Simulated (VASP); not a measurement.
# Settings for MoTe₂: relaxation of the cell

MoTe₂, P6_3/mmc (no. 194), 6 atoms in the cell. PBEsol; PAW potentials Te, Mo_sv (PBE set). VASP 6.6.1. The cell is changed on purpose: volume scaled by 1.06.

Wanted: cell volume within 0.2 %; lattice lengths within 0.1 %; shortest distances from each atom, periodic images included within 0.005 Å.

What the run is for: cell; Accuracy asked: standard.

The series start from Plane-wave cutoff (eV): 370; k-point mesh: 6 × 6 × 2; Relaxation passes: 2; Ionic threshold (EDIFFG): -0.005; Electronic threshold (eV): 1e-6; Precision mode (PREC): Accurate; Relaxation algorithm: IBRION=2 POTIM=0.5. Each series keeps the choices made before it, and each single choice may use up half of a tolerance. Times cover all steps of a run.

## Plane-wave cutoff (eV)

| Plane-wave cutoff (eV) | Cell volume (Å³) | Lattice lengths, largest deviation against the largest value | Shortest distances from each atom, periodic images included, largest deviation (Å) | Time (s) |
|---|---|---|---|---|
| 240 | 141.4 | 2.8 % | 0.0299 | 250 |
| 280 | 147.5 | 0.22 % | 0.0009 | 216 |
| 320 | 146.9 | 0.49 % | 0.0039 | 294 |
| 370 | 146.6 | 0.61 % | 0.0047 | 432 |
| 430 | 147.8 | 0.058 % | 0.0006 | 276 |
| 510 | 148 | 0.037 % | 0.0004 | 321 |
| 640 (reference) | 147.9 | 0 % | 0.0000 | 502 |

Chosen: 510, the loosest value from which every tighter one stays within half of the tolerance.

## k-point mesh

| k-point mesh | Cell volume (Å³) | Lattice lengths, largest deviation against the largest value | Shortest distances from each atom, periodic images included, largest deviation (Å) | Time (s) |
|---|---|---|---|---|
| 3 × 3 × 1 | 154.1 | 3.6 % | 0.0093 | 181 |
| 4 × 4 × 1 | 150 | 1.5 % | 0.0044 | 178 |
| 5 × 5 × 1 | 150.8 | 1.7 % | 0.0031 | 312 |
| 6 × 6 × 2 | 148 | 0.16 % | 0.0014 | 321 |
| 7 × 7 × 2 | 148.2 | 0.042 % | 0.0010 | 387 |
| 9 × 9 × 2 (reference) | 148.1 | 0 % | 0.0000 | 490 |

Chosen: 7 × 7 × 2.

## Relaxation passes

| Relaxation passes | Cell volume (Å³) | Lattice lengths, largest deviation against the largest value | Shortest distances from each atom, periodic images included, largest deviation (Å) | Time (s) |
|---|---|---|---|---|
| 1 | 148.1 | 0.02 % | 0.0009 | 323 |
| 2 | 148.2 | 0 % | 0.0000 | 387 |
| 3 (reference) | 148.2 | 0 % | 0.0000 | 391 |

Chosen: 1.

## Ionic threshold (EDIFFG)

| Ionic threshold (EDIFFG) | Cell volume (Å³) | Lattice lengths, largest deviation against the largest value | Shortest distances from each atom, periodic images included, largest deviation (Å) | Time (s) |
|---|---|---|---|---|
| -0.05 | 148.5 | 0.33 % | 0.0013 | 148 |
| -0.02 | 148.6 | 0.37 % | 0.0006 | 203 |
| -0.01 | 148.6 | 0.33 % | 0.0001 | 199 |
| -0.005 | 148.1 | 0.04 % | 0.0008 | 323 |
| -0.002 (reference) | 148.1 | 0 % | 0.0000 | 444 |

Chosen: -0.005.

## Electronic threshold (eV)

| Electronic threshold (eV) | Cell volume (Å³) | Lattice lengths, largest deviation against the largest value | Shortest distances from each atom, periodic images included, largest deviation (Å) | Time (s) |
|---|---|---|---|---|
| 0.0001 | 148.1 | 0.1 % | 0.0003 | 561 |
| 1e-5 | no result | no result | no result | 811 |
| 1e-6 | 148.1 | 0.015 % | 0.0010 | 323 |
| 1e-7 (reference) | 148.2 | 0 % | 0.0000 | 252 |

Chosen: 1e-6.

## Precision mode (PREC)

| Precision mode (PREC) | Cell volume (Å³) | Lattice lengths, largest deviation against the largest value | Shortest distances from each atom, periodic images included, largest deviation (Å) | Time (s) |
|---|---|---|---|---|
| Normal | 148.1 | 0.00057 % | 0.0000 | 169 |
| Accurate (reference) | 148.1 | 0 % | 0.0000 | 323 |

Chosen: Normal.

## Relaxation algorithm

| Relaxation algorithm | Cell volume (Å³) | Lattice lengths, largest deviation against the largest value | Shortest distances from each atom, periodic images included, largest deviation (Å) | Time (s) |
|---|---|---|---|---|
| IBRION=2 POTIM=0.5 | 148.1 | 0 % | 0.0000 | 169 |
| IBRION=2 POTIM=0.2 | 148 | 0.089 % | 0.0004 | 241 |
| IBRION=1 POTIM=0.5 | 148.1 | 0.012 % | 0.0001 | 182 |
| IBRION=1 POTIM=0.2 | 148.3 | 0.089 % | 0.0010 | 367 |

Chosen: IBRION=2 POTIM=0.5; no other choice that stays within half of the tolerance saves 30 % of the time.

## All choices together

| Input | Cell volume (Å³) | Lattice lengths, largest deviation against the largest value | Shortest distances from each atom, periodic images included, largest deviation (Å) | Time (s) |
|---|---|---|---|---|
| the program's defaults (naive) | 144.2 | 1.6 % | 0.0183 | 33 |
| chosen settings | 148.1 | 0.028 % | 0.0004 | 169 |
| reference settings throughout | 148.1 | 0 % | 0.0000 | 1318 |

The tolerance is met.

Values of the reference run: Lattice lengths: 3.494, 3.494, 14.01 Å.

## The input

INCAR.step1:
```
GGA = PS ; ISMEAR = 0
SIGMA = 0.03 ; LWAVE = False
LCHARG = False ; NSW = 80
PREC = Normal ; LASPH = True
LREAL = False ; ALGO = Normal
EDIFF = 1E-6 ; NELM = 120
GGA_COMPAT = False ; IBRION = 2
ISIF = 3 ; EDIFFG = -0.005
NELMIN = 4 ; ENCUT = 510
EFERMI = MIDGAP ; KPAR = 4
POTIM = 0.5
```

INCAR.step2, as INCAR.step1 but for:
```
- NSW = 80
- IBRION = 2
- ISIF = 3
- EDIFFG = -0.005
- NELMIN = 4
- POTIM = 0.5
+ ISIF = 2
```

KPOINTS:
```
Automatic mesh
0
Gamma
  7 7 2
  0 0 0
```

POSCAR.step1:
```
Te2Mo
1.0
    3.5872018318      0.0000000000      0.0000000000
   -1.7936009159      3.1066079149      0.0000000000
    0.0000000000      0.0000000000     14.2476617354
Te Mo
4 2
Direct
    0.6666666667      0.3333333333      0.3790000000
    0.3333333333      0.6666666667      0.8790000000
    0.6666666667      0.3333333333      0.1210000000
    0.3333333333      0.6666666667      0.6210000000
    0.6666666667      0.3333333333      0.7500000000
    0.3333333333      0.6666666667      0.2500000000
```

Commands (each step's output is kept before the next begins):
```
cat potpaw_PBE.64/Te/POTCAR potpaw_PBE.64/Mo_sv/POTCAR > POTCAR
cp INCAR.step1 INCAR
cp POSCAR.step1 POSCAR
mpirun -np 4 vasp_std > vasp.out
cp CONTCAR POSCAR
cp INCAR.step2 INCAR
mpirun -np 4 vasp_std > vasp.out
```

The chosen input took VASP 6.6.1 169 s on 4 cores (AMD EPYC 7R43 (Zen 3)), a shared host.

## An input that fails: ionic step far too long

VASP's message: Orbital orthonormalization failed in the inversion of matrix LAPACK: Routine ZPOTRF failed! kpoint: 1 spin: 1 Possible solutions for this issue are: - Please check whether the atoms are too close to each other. - Decreasing POTIM might help during relaxations or MDs. - Deleting CHGCAR or WAVECAR if incompatible with the structure. - Try calculating without symmetrizing (ISYM = 0 or ISYM = -1). ….

Changes against the starting input:
```
(all steps)
- NSW = 80
- NELM = 120
- IBRION = 2
- POTIM = 0.5
+ NSW = 30
+ NELM = 54
+ IBRION = 1
+ POTIM = 3.0
```
